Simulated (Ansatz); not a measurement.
**Is this Si4C3 stable against decomposition?**

Level of theory: DFT PBE, scalar-relativistic, plane waves, PAW in Ansatz 0.2.0. All cells share a 420 eV cutoff and Γ-centred k meshes spaced about 0.3 Å⁻¹ or finer (0.25 for metals, 2π included). No spin polarisation.

Formation energies are uncorrected and refer to the elements' standard structures at the same level.

These are static total energies at zero pressure. The reference form of C is held partly by dispersion forces, which this level lacks.

The competitors are the elements and 2 reference phases of this chemical system (from databases or known types: Si7C, SiC), relaxed at the same level; other known phases may be missing.

The candidate was reached from: a cell proposed by chemical analogy.

```
Si C
1.0
     3.13765    0.00000    0.00000
    -1.56882    2.71728    0.00000
     0.00000    0.00000   18.80785
Si C
8 6
Direct
  0.66667 0.33333 0.26447
  0.33333 0.66667 0.13068
  0.00000 0.00000 0.99728
  0.33333 0.66667 0.80056
  0.66667 0.33333 0.66596
  0.00000 0.00000 0.39812
  0.33333 0.66667 0.53174
  0.33333 0.66667 0.92652
  0.33333 0.66667 0.23115
  0.00000 0.00000 0.09792
  0.66667 0.33333 0.76821
  0.33333 0.66667 0.63328
  0.66667 0.33333 0.36518
  0.00000 0.00000 0.49922
```

Q: Into what would it decompose?

A: Its formation energy is -0.018 eV/atom. The lowest competing mixture at this composition is this:

```
phase       space group             source  share of atoms  ΔE_f (eV/atom)
   Si                 -            element          0.1429         -0.0007
  SiC  P6_3mc (No. 186)  Materials Project          0.8571          -0.204
```

The lowest database cell of Si (-0.0007) lies slightly below the reference, hence the non-zero entry.

The mixture lies at -0.175 eV/atom, and the candidate lies 157 meV/atom above it. The candidate matches no cell in the subsets of the Crystallography Open Database and the Materials Project at hand. It is metastable at best. Phonons aren't part of this comparison. It holds Si–Si nets (shortest 2.25 Å).
